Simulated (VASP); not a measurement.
Input of a VASP 6.6.1 run:

File INCAR:

```
PREC     = Accurate       # precision mode
ENCUT    = 600            # plane-wave cutoff, eV
EDIFF    = 1E-6           # SCF threshold, eV
ISMEAR   = 0              # smearing method
SIGMA    = 0.03           # smearing width, eV
LREAL    = False          # projectors in reciprocal space
LASPH    = True           # aspherical terms in the spheres
NELM     = 80             # most SCF steps
ALGO     = Normal         # electronic algorithm
ISIF     = 3              # what is computed and relaxed
LWAVE    = False          # write WAVECAR
LCHARG   = False          # write CHGCAR
GGA      = PS             # functional
IBRION   = 2              # ionic algorithm
NSW      = 90             # ionic steps
EDIFFG   = -0.01          # ionic threshold
```

Contents of KPOINTS:

```
regular mesh
0
Gamma
  8 8 8
```

The input POSCAR:

```
AgCl
1.0
    0.0000000000      2.7350000000      2.7350000000
    2.7350000000      0.0000000000      2.7350000000
    2.7350000000      2.7350000000      0.0000000000
Ag Cl
1 1
Direct
    0.0000000000      0.0000000000      0.0000000000
    0.5000000000      0.5000000000      0.5000000000
```

Potentials or basis: VASP PAW PBE potentials, release 64 (Ag, Cl).

Launch:

```bash
$ cat potpaw_PBE.64/Ag/POTCAR potpaw_PBE.64/Cl/POTCAR > POTCAR
$ mpirun -np 1 vasp_std > vasp.out
```

Predict the relaxed cell.

a = 3.850 Å, b = 3.850 Å, c = 3.850 Å, α = 60.00°, β = 60.00°, γ = 60.00°.

Estimate the space group after relaxing (to 0.05 Å).

Fm-3m (No. 225).

What does it give for the relaxed volume?

20.18 Å³/atom.

Final structure:
```yaml
crystal:
  lattice:
    - [0.00000, 2.72249, 2.72249]
    - [2.72249, 0.00000, 2.72249]
    - [2.72249, 2.72249, 0.00000]
  atoms:
    - { symbol: Ag, position: [0.00000, 0.00000, 0.00000] }
    - { symbol: Cl, position: [0.50000, 0.50000, 0.50000] }
```

Caveat: the PAW data sets were made with another functional, which shifts forces and pressure a little.
